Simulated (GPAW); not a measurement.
Write an ASE script for GPAW 26.7.0 that does the following.

```yaml
Task: equation of state
Functional: LDA
Potentials_or_basis: PAW data sets generated in the run's folder for this functional
Cutoff: 600 eV
Basis: pw
k_mesh: 7 × 7 × 7
Occupations: fermi-dirac, width 0.05 eV
Spin: no spin polarisation
Maxiter: 150
Eos_scales: "[0.94, 0.96, 0.98, 1.0, 1.02, 1.04, 1.06]"
```

The structure of Sn lies in POSCAR:

```
Sn
1.0
    0.0000000000      3.2333428000      3.2333428000
    3.2333428000      0.0000000000      3.2333428000
    3.2333428000      3.2333428000      0.0000000000
Sn
2
Direct
    0.7500000000      0.7500000000      0.7500000000
    0.5000000000      0.5000000000      0.5000000000
```

This isn't the form of Sn at room conditions, which is tetragonal (white tin).

One way to write it, as run:

run.py

```python
from ase.eos import EquationOfState
from ase.io import Trajectory, read
from ase.units import GPa
from gpaw import GPAW, PW, setup_paths

setup_paths.insert(0, '.')

atoms = read('POSCAR')

traj = Trajectory('eos.traj', 'w')
volumes, energies = [], []
for x in [0.94, 0.96, 0.98, 1.0, 1.02, 1.04, 1.06]:
    a = atoms.copy()
    a.set_cell(atoms.cell * x**(1 / 3), scale_atoms=True)
    calc = GPAW(mode=PW(600),
                xc='LDA',
                kpts={'size': (7, 7, 7), 'gamma': True},
                occupations={'name': 'fermi-dirac', 'width': 0.05},
                nbands=24,
                convergence={'density': 1e-05, 'energy': 1e-05},
                maxiter=150,
                txt=f'eos-{x:.2f}.txt')
    a.calc = calc
    energies.append(a.get_potential_energy(force_consistent=True))
    volumes.append(a.get_volume())
    p = -a.get_stress()[:3].mean() / GPa
    calc.write(f'eos-{x:.2f}.gpw')
    traj.write(a)
    print(f'{x:.2f} {volumes[-1]:10.4f} A^3 {energies[-1]:14.6f} eV {p:9.3f} GPa', flush=True)

v0, e0, B = EquationOfState(volumes, energies, eos='birchmurnaghan').fit()
print(f'V0 = {v0:.4f} A^3, E0 = {e0:.6f} eV, B0 = {B / GPa:.2f} GPa')
```

Potentials or basis: PAW data sets generated in the run's folder for this functional, pw.

Run with:

```console
$ gpaw-setup -f LDA Sn
$ OMP_NUM_THREADS=1 python run.py
```

Results of the run:

```yaml
Equilibrium_volume: 33.70 Å³/atom
Bulk_modulus: 45 GPa
Pressure_derivative_of_the_bulk_modulus: 5.2
```

It took 2.8 min on 1 thread of Arm Neoverse V1, on a shared host, peak memory 0.29 GiB.
